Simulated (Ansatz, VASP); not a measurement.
## Ag in VASP and in Ansatz

```
Ag
1.0
    -1.65202    1.65202    1.65202
     1.65202   -1.65202    1.65202
     1.65202    1.65202   -1.65202
Ag
1
Direct
  0.00000 0.00000 0.00000
```

Alike in both runs: task single point; functional PBE; k mesh 18 × 18 × 18; occupations gaussian, width 0.05 eV; no spin polarisation.

```csv
,VASP,Ansatz
version,VASP 6.6.1,Ansatz 0.2.0
potentials or method,"VASP PAW PBE potentials, release 64 (Ag)","scalar-relativistic, plane waves, PAW"
plane-wave cutoff (eV),520,420
valence electrons in the cell,11,19
```

VASP gave:

| Quantity | Value |
| --- | --- |
| gap on the k mesh at the Fermi level (eV) | none |
| pressure (GPa) | -0.1 |

Question: Which values does Ansatz return?

Answer: gap on the k mesh at the Fermi level (eV): none; pressure (GPa): 0.0.

A gap of «none» marks a metal or a gap that the smearing closes. With one functional, cell and mesh, what is left measures potentials, basis and numerics. The two sets of potentials don't hold the same shells in valence.
